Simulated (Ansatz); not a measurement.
# ¹⁷O NMR of the central transition in SrTiO₃ under strain

Cell: a structure deposited in the COD, relaxed with PBE at fixed cell and then changed (z stretched by 3 %, ions relaxed).

```yaml
crystal:
  lattice:
    - [3.90500, 0.00000, 0.00000]
    - [0.00000, 3.90500, 0.00000]
    - [0.00000, 0.00000, 4.02215]
  atoms:
    - { symbol: Sr, position: [0.00000, 0.00000, 0.00000] }
    - { symbol: Ti, position: [0.50000, 0.50000, 0.50000] }
    - { symbol: O, position: [0.00000, 0.50000, 0.50000] }
    - { symbol: O, position: [0.50000, 0.00000, 0.50000] }
    - { symbol: O, position: [0.50000, 0.50000, 0.00000] }
```

Atom numbers follow the list; atoms alike are taken as one site, whose name carries the number of the first.

Level of theory: DFT, PBE, plane waves and PAW, scalar-relativistic, 420 eV cutoff, Γ-centred 8×8×8 k-points, Fermi–Dirac smearing 0.02 eV (Ansatz 0.2.0).

¹⁷O has I = 5/2 and Q = -25.58 mb (Pyykkö 2018); at 14.1 T its Larmor frequency is ν₀ = 81.4 MHz. Only the quadrupole interaction is simulated: positions count from each site's isotropic chemical shift, and J coupling is left out, as are shift anisotropy and dipolar coupling, which fast spinning averages.

The O sites: O3 (atoms 3, 4; 2 Ti at 1.95 Å, angle 180°; also 4 Sr at 2.80 Å); O5 (atom 5; 2 Ti at 2.01 Å, angle 180°; also 4 Sr at 2.76 Å).

Fitted components of the simulated spectrum:

```json
{"component": "A", "|C_Q| (MHz)": "0.730", "η": "0.86"}
{"component": "B", "|C_Q| (MHz)": "1.47", "η": "0.00"}
```

(1) Which site most likely gives which component?

Answers

(1) By the calculation, A is O3, B is O5. An axis of threefold or higher order runs through O5, so V_zz lies along it and η is zero. Like point charges on the first shell alone (each adding as 1/d³) would put O3 above O5: the covalent part of each bond and the atoms beyond the first shell count as well.
